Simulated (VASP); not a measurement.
Crystal: TiSe.

```xyz
2
Lattice="0.0000 3.1030 3.1030 3.1030 0.0000 3.1030 3.1030 3.1030 0.0000" Properties=species:S:1:pos:R:3 pbc="T T T"
Ti    0.0000    0.0000    0.0000
Se    1.5515    1.5515    1.5515
```

The cell comes from a database or a generator and needn't be the stable form of this composition.

Program: VASP 6.6.1. Alike in all runs: level LDA; potentials or basis VASP PAW LDA potentials, release 64 (Ti_sv, Se); no spin polarisation; cell as given; k mesh 8 × 8 × 8; cutoff (eV) 520; smearing gaussian 0.02 eV. Hardware: 1 thread of Intel(R) Xeon(R) Platinum 8175M CPU @ 2.50GHz (Skylake/Cascade Lake), with other jobs on the host.

**Question.** Order these runs on this cell by their wall time, lowest first.
A. task optical spectrum
B. task density of states; k mesh for the DOS 12 × 12 × 12; occupations for the DOS tetrahedron
C. task atomic charges

**Answer.** C (33 s), A (140 s), B (380 s).

Caveats: spectra need much finer meshes, so this one isn't converged (some runs); independent-particle spectra lack excitons (some runs); the intraband (Drude) part of a metal's response may be missing (some runs).
